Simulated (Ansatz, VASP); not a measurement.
Given: the input of a run of VASP 6.6.1 on V.

run.py

```python
from ase.calculators.vasp import Vasp
from ase.dft.bandgap import bandgap
from ase.io import read

atoms = read('V.cif')
atoms.set_initial_magnetic_moments([2.0])
calc = Vasp(
    directory='calc',
    xc='pbe',
    pp='PBE',
    setups='recommended',
    prec='Accurate',
    encut=520,
    ediff=1e-06,
    ismear=0,
    sigma=0.02,
    lreal=False,
    lasph=True,
    nelm=120,
    algo='Fast',
    isif=2,
    lwave=False,
    lcharg=False,
    ispin=2,
    lorbit=11,
    lmaxmix=4,
    kpts=[12, 12, 12],
    gamma=True,
    nbands=16,
)
atoms.calc = calc

print('energy (eV):', atoms.get_potential_energy())
print('free energy (eV):', atoms.get_potential_energy(force_consistent=True))
print('forces (eV/A):')
print(atoms.get_forces())
print('stress (eV/A^3, Voigt):', atoms.get_stress())
print('Fermi level (eV):', calc.get_fermi_level())
print('moment (muB):', atoms.get_magnetic_moment())
print('site moments (muB):', atoms.get_magnetic_moments())
gap, top, bottom = bandgap(calc)
print('band gap (eV):', gap, 'from (spin, k, band)', top, 'to', bottom)
```

Contents of V.cif:

```cif
data_V
_cell_length_a 2.62293114
_cell_length_b 2.62293114
_cell_length_c 2.62293114
_cell_angle_alpha 109.47122063
_cell_angle_beta 109.47122063
_cell_angle_gamma 109.47122063
_space_group_name_H-M_alt 'P1'
_space_group_name_Hall 'P 1'
_space_group_IT_number 1
loop_
_space_group_symop_operation_xyz
'x,y,z'
loop_
_atom_site_label
_atom_site_type_symbol
_atom_site_symmetry_multiplicity
_atom_site_Wyckoff_symbol
_atom_site_fract_x
_atom_site_fract_y
_atom_site_fract_z
_atom_site_occupancy
V1 V 1 a 0.0000000000 0.0000000000 0.0000000000 1
```

Potentials or basis: VASP PAW PBE potentials, release 64 (V_sv).

Command:

```sh
$ python run.py
```

Task: Set up the same calculation for Ansatz 0.2.0. Potentials there: Ansatz PAW.

Result: As run (the cutoff follows the program's own potentials):

File input.yaml:

```yaml
crystal:
  lattice:
    - [-1.51435, 1.51435, 1.51435]
    - [1.51435, -1.51435, 1.51435]
    - [1.51435, 1.51435, -1.51435]
  atoms:
    - { symbol: V, position: [0.0, 0.0, 0.0], spin: 2.0 }
hamiltonian:
  xc: pbe
  pseudopotentials: { kind: paw }
magnetization:
  spin_polarized: true
kpoints:
  mp_grid: { grid: [12, 12, 12] }
scf:
  occupations: { method: gaussian, width: 0.02 }
output:
  forces: true
  stress: true
  eigenvalues: true
```

Potentials or basis: Ansatz PAW.

Run with:

```bash
$ ansatz run input.yaml --threads 2 --pin off --max-ram 5632MiB --backend cpu --events-out ev --progress --plain --runs-dir out
```

Both were run:

|  | VASP | Ansatz | Ansatz less VASP |
| --- | --- | --- | --- |
| gap on the k mesh at the Fermi level (eV) | none | none | - |
| pressure (GPa) | -5.1 | -5.2 | -0.12 |
| net moment per atom (μB) | 0.12 | 0.12 | -0.002 |
| size of the moment on the site where the two differ most (μB) | 0.11 | 0.10 | -0.007 |

Site moments also hang on the region over which each program counts them. A gap of «none» marks a metal or a gap that the smearing closes.

Caveats: the starting moments weren't kept (Ansatz).
